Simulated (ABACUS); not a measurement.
# Au (Fm-3m) in ABACUS: further runs, part 2 of 2

ABACUS 3.10.1. The steps go on from the part before.

### Step 3. Relaxation of cell and atoms, revPBE

run_abacus.py reads:

```python
"""ABACUS run from a structure file: ASE reads it, the script writes STRU, KPT and INPUT."""
import re
import subprocess
import spglib
from ase import Atoms
from ase.io import read
from ase.units import Bohr

atoms = read("Au.cif")
cell, frac, numbers = spglib.standardize_cell((atoms.cell[:], atoms.get_scaled_positions(), atoms.numbers), to_primitive=True, symprec=1e-4)
atoms = Atoms(numbers=numbers, cell=cell, scaled_positions=frac, pbc=True)  # the primitive cell
atoms = atoms[(-atoms.numbers).argsort(kind="stable")]  # ABACUS lists atoms element by element
pseudo = {'Au': 'Au.upf'}
orbital = {}
magmoms = None
kmesh = [9, 9, 9]
params = {
    'suffix': 'Au',
    'calculation': 'cell-relax',
    'basis_type': 'pw',
    'pseudo_dir': './',
    'symmetry': 1,
    'dft_functional': 'revpbe',
    'ecutwfc': 76,
    'pseudo_rcut': 10,
    'nspin': 1,
    'nbands': 14,
    'ks_solver': 'dav',
    'smearing_method': 'fd',
    'smearing_sigma': 0.00367493,
    'scf_thr': 1e-08,
    'scf_nmax': 100,
    'mixing_type': 'broyden',
    'mixing_beta': 0.7,
    'cal_force': 1,
    'cal_stress': 1,
    'relax_nmax': 60,
    'force_thr_ev': 0.005,
    'relax_method': 'cg',
    'out_stru': 1,
    'stress_thr': 1,
    'kpar': 4,
}

symbols = atoms.get_chemical_symbols()
elements = list(dict.fromkeys(symbols))
lines = ["ATOMIC_SPECIES"] + [f"{e} {atoms.get_masses()[symbols.index(e)]:.4f} {pseudo[e]}" for e in elements]
if orbital:
    lines += ["", "NUMERICAL_ORBITAL"] + [orbital[e] for e in elements]
lines += ["", "LATTICE_CONSTANT", f"{1 / Bohr:.10f}", "", "LATTICE_VECTORS"]
lines += [" ".join(f"{x:.10f}" for x in v) for v in atoms.cell]
lines += ["", "ATOMIC_POSITIONS", "Direct"]
for e in elements:
    lines += ["", e, "0.0", str(symbols.count(e))]
    for i, p in enumerate(atoms.get_scaled_positions(wrap=False)):
        if symbols[i] == e:
            mag = "" if magmoms is None else " mag " + " ".join(str(x) for x in (magmoms[i] if isinstance(magmoms[i], list) else [magmoms[i]]))
            lines.append(" ".join(f"{x:.10f}" for x in p) + " 1 1 1" + mag)
open("STRU", "w").write("\n".join(lines) + "\n")
open("KPT", "w").write("K_POINTS\n0\nGamma\n%d %d %d 0 0 0\n" % tuple(kmesh))
open("INPUT", "w").write("INPUT_PARAMETERS\n" + "".join(f"{k:<20s}{v}\n" for k, v in params.items()))

done = subprocess.run(['mpirun', '-np', '4', 'abacus'])
if done.returncode:
    raise SystemExit(done.returncode)
log = open("OUT.Au/running_cell-relax.log").read()
print("final energy (eV):", re.findall(r"FINAL_ETOT_IS (\S+)", log))
```

Au.cif reads:

```cif
data_Au
_cell_length_a 4.07000000
_cell_length_b 4.07000000
_cell_length_c 4.07000000
_cell_angle_alpha 90.00000000
_cell_angle_beta 90.00000000
_cell_angle_gamma 90.00000000
_space_group_name_H-M_alt 'Fm-3m'
_space_group_name_Hall '-F 4 2 3'
_space_group_IT_number 225
loop_
_space_group_symop_operation_xyz
'x,y,z'
'-x,-y,-z'
'-y,x,z'
'y,-x,-z'
'-x,-y,z'
'x,y,-z'
'y,-x,z'
'-y,x,-z'
'x,-y,-z'
'-x,y,z'
'-y,-x,-z'
'y,x,z'
'-x,y,-z'
'x,-y,z'
'y,x,-z'
'-y,-x,z'
'z,x,y'
'-z,-x,-y'
'z,-y,x'
'-z,y,-x'
'z,-x,-y'
'-z,x,y'
'z,y,-x'
'-z,-y,x'
'-z,x,-y'
'z,-x,y'
'-z,-y,-x'
'z,y,x'
'-z,-x,y'
'z,x,-y'
'-z,y,x'
'z,-y,-x'
'y,z,x'
'-y,-z,-x'
'x,z,-y'
'-x,-z,y'
'-y,z,-x'
'y,-z,x'
'-x,z,y'
'x,-z,-y'
'-y,-z,x'
'y,z,-x'
'-x,-z,-y'
'x,z,y'
'y,-z,-x'
'-y,z,x'
'x,-z,y'
'-x,z,-y'
'x,y+1/2,z+1/2'
'-x,-y+1/2,-z+1/2'
'-y,x+1/2,z+1/2'
[... 62 lines left out ...]
'-z+1/2,-x,-y+1/2'
'z+1/2,-y,x+1/2'
'-z+1/2,y,-x+1/2'
'z+1/2,-x,-y+1/2'
'-z+1/2,x,y+1/2'
'z+1/2,y,-x+1/2'
'-z+1/2,-y,x+1/2'
'-z+1/2,x,-y+1/2'
'z+1/2,-x,y+1/2'
'-z+1/2,-y,-x+1/2'
'z+1/2,y,x+1/2'
'-z+1/2,-x,y+1/2'
'z+1/2,x,-y+1/2'
'-z+1/2,y,x+1/2'
'z+1/2,-y,-x+1/2'
'y+1/2,z,x+1/2'
'-y+1/2,-z,-x+1/2'
'x+1/2,z,-y+1/2'
'-x+1/2,-z,y+1/2'
'-y+1/2,z,-x+1/2'
'y+1/2,-z,x+1/2'
'-x+1/2,z,y+1/2'
'x+1/2,-z,-y+1/2'
'-y+1/2,-z,x+1/2'
'y+1/2,z,-x+1/2'
'-x+1/2,-z,-y+1/2'
'x+1/2,z,y+1/2'
'y+1/2,-z,-x+1/2'
'-y+1/2,z,x+1/2'
'x+1/2,-z,y+1/2'
'-x+1/2,z,-y+1/2'
'x+1/2,y+1/2,z'
'-x+1/2,-y+1/2,-z'
'-y+1/2,x+1/2,z'
'y+1/2,-x+1/2,-z'
'-x+1/2,-y+1/2,z'
'x+1/2,y+1/2,-z'
'y+1/2,-x+1/2,z'
'-y+1/2,x+1/2,-z'
'x+1/2,-y+1/2,-z'
'-x+1/2,y+1/2,z'
'-y+1/2,-x+1/2,-z'
'y+1/2,x+1/2,z'
'-x+1/2,y+1/2,-z'
'x+1/2,-y+1/2,z'
'y+1/2,x+1/2,-z'
'-y+1/2,-x+1/2,z'
'z+1/2,x+1/2,y'
'-z+1/2,-x+1/2,-y'
'z+1/2,-y+1/2,x'
'-z+1/2,y+1/2,-x'
'z+1/2,-x+1/2,-y'
'-z+1/2,x+1/2,y'
'z+1/2,y+1/2,-x'
'-z+1/2,-y+1/2,x'
'-z+1/2,x+1/2,-y'
'z+1/2,-x+1/2,y'
'-z+1/2,-y+1/2,-x'
'z+1/2,y+1/2,x'
'-z+1/2,-x+1/2,y'
'z+1/2,x+1/2,-y'
'-z+1/2,y+1/2,x'
'z+1/2,-y+1/2,-x'
'y+1/2,z+1/2,x'
'-y+1/2,-z+1/2,-x'
'x+1/2,z+1/2,-y'
'-x+1/2,-z+1/2,y'
'-y+1/2,z+1/2,-x'
'y+1/2,-z+1/2,x'
'-x+1/2,z+1/2,y'
'x+1/2,-z+1/2,-y'
'-y+1/2,-z+1/2,x'
'y+1/2,z+1/2,-x'
'-x+1/2,-z+1/2,-y'
'x+1/2,z+1/2,y'
'y+1/2,-z+1/2,-x'
'-y+1/2,z+1/2,x'
'x+1/2,-z+1/2,y'
'-x+1/2,z+1/2,-y'
loop_
_atom_site_label
_atom_site_type_symbol
_atom_site_symmetry_multiplicity
_atom_site_Wyckoff_symbol
_atom_site_fract_x
_atom_site_fract_y
_atom_site_fract_z
_atom_site_occupancy
Au1 Au 4 a 0.0000000000 0.0000000000 0.0000000000 1
```

Potentials or basis: PseudoDojo NC SR 0.5 PBE standard, plane waves.

On the command line:

```
> OMP_NUM_THREADS=1 python run_abacus.py > log
```

Run time: 11 s. Hardware: 4 MPI ranks of Intel Xeon Platinum 8259CL at 2.50GHz (Skylake/Cascade Lake), shared host; peak memory 0.36 GiB.

It converged, with:

```
Free energy                            : -4033.3235 eV
Relaxed volume                         : 18.24 Å³/atom
Relaxed cell                           : a = 2.955 Å, b = 2.955 Å, c = 2.955 Å, α = 60.00°, β = 60.00°, γ = 60.00°
Space group after relaxing (to 0.05 Å) : Fm-3m (No. 225)
Energy gained by relaxing              : 52.1 meV/atom
Ionic steps                            : 6
Pressure after relaxing                : -0.1 GPa
Band gap on the k mesh                 : none (metal or under the smearing width)
```

Step by step:
```tsv
step	energy change (eV)	largest force (eV/Å)	pressure (GPa)	volume (Å³)
1	0.0000	0.0000	13.19	16.85
2	0.0447	0.0000	-11.48	20.61
3	-0.0520	0.0000	-0.33	18.29
4	-0.0520	0.0000	-0.42	18.29
5	-0.0520	0.0000	0.49	18.18
6	-0.0521	0.0000	-0.06	18.24
```

Final structure:
```
Au
1.0
     0.00000    2.08943    2.08943
     2.08943    0.00000    2.08943
     2.08943    2.08943    0.00000
Au
1
Cartesian
  0.0000 0.0000 0.0000
```

Levels at points of the mesh, in eV from the Fermi level:
```csv
k point,band 7,band 8,band 9,band 10,band 11,band 12,band 13
"(0.00, 0.00, 0.00)",-4.54,-4.54,-3.20,-3.20,14.36,17.99,17.99
```

Caveat: the potentials were made for another functional, which shifts forces and pressure.

### Step 4. Single point, LDA-PW92

run_abacus.py, as its differences from that of step 3:

```diff
@@ -3,4 +3,2 @@
 import subprocess
-import spglib
-from ase import Atoms
 from ase.io import read
@@ -8,5 +6,3 @@
 
-atoms = read("Au.cif")
-cell, frac, numbers = spglib.standardize_cell((atoms.cell[:], atoms.get_scaled_positions(), atoms.numbers), to_primitive=True, symprec=1e-4)
-atoms = Atoms(numbers=numbers, cell=cell, scaled_positions=frac, pbc=True)  # the primitive cell
+atoms = read("POSCAR")
 atoms = atoms[(-atoms.numbers).argsort(kind="stable")]  # ABACUS lists atoms element by element
@@ -18,3 +14,3 @@
     'suffix': 'Au',
-    'calculation': 'cell-relax',
+    'calculation': 'scf',
     'basis_type': 'pw',
@@ -22,3 +18,3 @@
     'symmetry': 1,
-    'dft_functional': 'revpbe',
+    'dft_functional': 'LDA_X+LDA_C_PW',
     'ecutwfc': 76,
@@ -26,3 +22,3 @@
     'nspin': 1,
-    'nbands': 14,
+    'nbands': 20,
     'ks_solver': 'dav',
@@ -36,7 +32,3 @@
     'cal_stress': 1,
-    'relax_nmax': 60,
-    'force_thr_ev': 0.005,
-    'relax_method': 'cg',
-    'out_stru': 1,
-    'stress_thr': 1,
+    'out_chg': 1,
     'kpar': 4,
@@ -65,3 +57,3 @@
     raise SystemExit(done.returncode)
-log = open("OUT.Au/running_cell-relax.log").read()
+log = open("OUT.Au/running_scf.log").read()
 print("final energy (eV):", re.findall(r"FINAL_ETOT_IS (\S+)", log))
```

POSCAR reads:

```
Au
1.0
    0.0000000000      2.0350000000      2.0350000000
    2.0350000000      0.0000000000      2.0350000000
    2.0350000000      2.0350000000      0.0000000000
Au
1
Direct
    0.0000000000      0.0000000000      0.0000000000
```

Potentials or basis: PseudoDojo NC SR 0.4.1 LDA stringent, plane waves.

On the command line:

```
> OMP_NUM_THREADS=1 python run_abacus.py > log
```

running log:

```text
ABACUS v3.10.1

               Atomic-orbital Based Ab-initio Computation at UStc

 ------------------------------------------------------------------------------------

 READING GENERAL INFORMATION
                           global_out_dir = OUT.Au/
                           global_in_card = INPUT
                               pseudo_dir = ./
                              orbital_dir =
                                    DSIZE = 4
                                    GSIZE = 1

 READING UNITCELL INFORMATION
                                    ntype = 1
                  lattice constant (Bohr) = 1.88973
              lattice constant (Angstrom) = 1

 READING ATOM TYPE 1
                               atom label = Au
[... 303 lines left out ...]
 charge density convergence is achieved
 final etot is -4015.1797674 eV
 EFERMI = 20.537930139 eV

 STATE ENERGY(eV) AND OCCUPATIONS    NSPIN == 1
 1/9 kpoint (Cartesian) = 0.0000 0.0000 0.0000 (1243 pws)
       1       -85.1605     0.00274348
       2       -36.2851     0.00274348
       3       -36.2851     0.00274348
       4       -36.2851     0.00274348
       5        10.5398     0.00274348
       6        15.8732     0.00274348
[... 122 lines left out ...]
      19        49.0469        0.00000
      20        53.9095        0.00000

[... levels at 3 further k points ...]

------------------------------------------------------------------------------------------
 TOTAL-FORCE (eV/Angstrom)
------------------------------------------------------------------------------------------
                       Au1         0.0000000000         0.0000000000         0.0000000000
------------------------------------------------------------------------------------------

----------------------------------------------------------------
 TOTAL-STRESS (KBAR)
----------------------------------------------------------------
       -35.0855462678         0.0000000000         0.0000000000
        -0.0000000000       -35.0855462678         0.0000000000
        -0.0000000000         0.0000000000       -35.0855462678
----------------------------------------------------------------
 TOTAL-PRESSURE: -35.085546 KBAR

 --------------------------------------------
 !FINAL_ETOT_IS -4015.1797673500536803 eV
 --------------------------------------------
```

STRU:

```text
ATOMIC_SPECIES
Au 196.9666 Au.upf

LATTICE_CONSTANT
1.8897261258

LATTICE_VECTORS
0.0000000000 2.0350000000 2.0350000000
2.0350000000 0.0000000000 2.0350000000
2.0350000000 2.0350000000 0.0000000000

ATOMIC_POSITIONS
Direct

Au
0.0
1
0.0000000000 0.0000000000 -0.0000000000 1 1 1
```

Run time: 2.9 s. Hardware: 4 MPI ranks of Intel Xeon Platinum 8488C (Sapphire Rapids), shared host; peak memory 0.36 GiB.

What came out:

- Free energy: -4015.1798 eV
- Pressure: -3.5 GPa
- Band gap on the k mesh: none (metal or under the smearing width)

### Step 5. The runs side by side

| task | level | potentials or basis | cell | max steps of the relaxation | force threshold | optimiser | stress threshold | gap on the mesh (eV) | pressure (GPa) |
| --- | --- | --- | --- | --- | --- | --- | --- | --- | --- |
| single point | revPBE | PseudoDojo NC SR 0.5 PBE standard, plane waves | as given | - | - | - | - | none | 13.2 |
| relaxation of cell and atoms | revPBE | PseudoDojo NC SR 0.5 PBE standard, plane waves | relaxed | 60 | 0.005 eV/Å | cg | 1 kbar | none | -0.1 |
| single point | LDA-PW92 | PseudoDojo NC SR 0.4.1 LDA stringent, plane waves | as given | - | - | - | - | none | -3.5 |

Alike in all rows: no spin polarisation; k mesh 9 × 9 × 9; cutoff (eV) 1034; smearing fermi-dirac 0.05 eV.

Caveats: the potentials were made for another functional, which shifts forces and pressure (some runs).

Total energies depend on the potentials used, so only differences within one code and one set of settings carry meaning.
